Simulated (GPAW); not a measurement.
# TiB2: relaxation of cell and atoms with PBEsol

Crystal: TiB2.

```
Ti B
1.0
     3.02920    0.00000    0.00000
    -1.51460    2.62336    0.00000
     0.00000    0.00000    3.22840
Ti B
1 2
Direct
  0.00000 0.00000 0.00000
  0.66667 0.33333 0.50000
  0.33333 0.66667 0.50000
```

```json
{
 "Program": "GPAW 26.7.0",
 "Task": "relaxation of cell and atoms",
 "Functional": "PBEsol",
 "Potentials or basis": "PAW data sets generated in the run's folder for this functional",
 "Cutoff": "800 eV",
 "Basis": "pw",
 "k mesh": "7 × 7 × 6",
 "Occupations": "fermi-dirac, width 0.05 eV",
 "Spin": "no spin polarisation",
 "Target pressure": "10 GPa",
 "Maxiter": "150",
 "Optimizer": "BFGS",
 "Fmax": "0.02 eV/Å",
 "Max steps": "60",
 "Convergence": "density=1e-05 forces=0.0001"
}
```

| Quantity | Value |
| --- | --- |
| Relaxed volume | 8.10 Å³/atom |
| Relaxed cell | a = 2.990 Å, b = 2.990 Å, c = 3.140 Å, α = 90.00°, β = 90.00°, γ = 120.00° |
| Space group after relaxing (to 0.05 Å) | P6/mmm (No. 191) |
| Energy change on relaxing (the enthalpy is what falls) | +6.9 meV/atom |
| Ionic steps | 7 |
| Pressure after relaxing | 9.9 GPa |
| Band gap on the k mesh | none (metal or under the smearing width) |

Step by step:
```tsv
step	energy change (eV)	largest force (eV/Å)	pressure (GPa)	volume (Å³)
1	0.0000	0.0000	-4.65	25.66
2	-0.0052	0.0000	-1.82	25.37
3	0.0264	0.0000	10.87	24.25
4	0.0229	0.0000	10.24	24.30
5	0.0182	0.0000	9.41	24.35
6	0.0187	0.0000	9.49	24.33
7	0.0208	0.0000	9.86	24.30
```

Final structure:
```cif
data_structure
_symmetry_space_group_name_H-M 'P 1'
_symmetry_Int_Tables_number 1
_cell_length_a 2.9896
_cell_length_b 2.9896
_cell_length_c 3.1396
_cell_angle_alpha 90.000
_cell_angle_beta 90.000
_cell_angle_gamma 120.000
_cell_volume 24.30
loop_
_atom_site_label
_atom_site_type_symbol
_atom_site_fract_x
_atom_site_fract_y
_atom_site_fract_z
_atom_site_occupancy
Ti1 Ti 0.00000 0.00000 0.00000 1
B1 B 0.66667 0.33333 0.50000 1
B2 B 0.33333 0.66667 0.50000 1
```

Levels at points of the mesh, in eV from the Fermi level:
| k point | band 7 | band 8 | band 9 | band 10 | band 11 | band 12 |
| --- | --- | --- | --- | --- | --- | --- |
| (0.00, 0.00, 0.00) | -2.71 | -2.14 | -2.05 | 2.19 | 2.19 | 4.15 |
| (0.00, 0.00, 0.50) | -0.48 | -0.48 | -0.18 | -0.18 | 0.57 | 0.57 |

It took 78 s on 1 thread of Arm Neoverse V2, with other jobs on the host, peak memory 0.24 GiB.

Caveat: later steps reuse the first step's grids.
